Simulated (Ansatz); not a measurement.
## Strain response of Ba

These are results of DFT PBE, scalar-relativistic, plane waves, PAW (Ansatz), not measurements. (420 eV cutoff, 6×8×6 k-mesh, Gaussian smearing of 0.10 eV, no spin polarisation)

The relaxed crystal:

```
CELL_PARAMETERS angstrom
7.10657 0.00000 0.00000
0.00000 5.00096 0.00000
0.00000 0.00000 7.11354
ATOMIC_POSITIONS crystal
Ba 0.50000 0.75018 0.25000
Ba 0.50000 0.24982 0.75000
Ba 0.00000 0.25018 0.25000
Ba 0.00000 0.74982 0.75000
```

Deformation: shear that moves c along a by the strain times its height over the a-b plane, the cell held and the atoms relaxed, all within the symmetry that the strain leaves. Energies are extrapolated to zero smearing.

(1) Give the structure at -3.0 %.

## Answers

(1)
```
CELL_PARAMETERS angstrom
7.10657 0.00000 0.00000
0.00000 5.00096 0.00000
-0.21341 0.00000 7.11354
ATOMIC_POSITIONS crystal
Ba 0.50000 0.75018 0.25000
Ba 0.50000 0.24982 0.75000
Ba 0.00000 0.25018 0.25000
Ba 0.00000 0.74982 0.75000
```
Space group Immm (71), 0.4 meV/atom over the relaxed crystal.